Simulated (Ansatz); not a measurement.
## CoO: iterations to self-consistency

Level of theory: Ansatz 0.2.0, DFT PBEsol, scalar-relativistic, plane waves, PAW.

```
Co O
1.0
    -1.50800    1.50800    2.10725
     1.50800   -1.50800    2.10725
     1.50800    1.50800   -2.10725
Co O
1 1
Direct
  0.00000 0.00000 0.00000
  0.50000 0.50000 0.00000
```

```
plane-wave cutoff                               : 420 eV
Γ-centred k-mesh                                : 20×20×20
occupation rule                                 : Gaussian smearing, 0.1 eV
list of starting moments (μB, in atom order)    : 2.74 0.38
check for lower electronic states after the SCF : off
```

Each run starts from superposed atomic densities and uses Broyden mixing with its automatic preconditioner, at most 120 iterations and the default threshold on the density residual; only the length of the Broyden history differs.

Problem. Order these values of the length of the Broyden history from fewest iterations to most.
A. 8
B. 2
C. 16
D. 1

Solution. B (18 iterations), A (19 iterations), C (20 iterations), D (22 iterations).

| length of the Broyden history | iterations | converged | density residual (eV) at iterations 1, 3, 5 |
| --- | --- | --- | --- |
| 1 | 22 | yes | 2.3 0.074 0.0082 |
| 2 | 18 | yes | 2.3 0.074 0.0043 |
| 8 | 19 | yes | 2.3 0.05 0.0052 |
| 16 | 20 | yes | 2.3 0.05 0.0052 |

Cost: 4 runs of about 11 core-minutes in all, on Intel Xeon Processor @ 2.50GHz (Skylake/Cascade Lake) (shared hosts).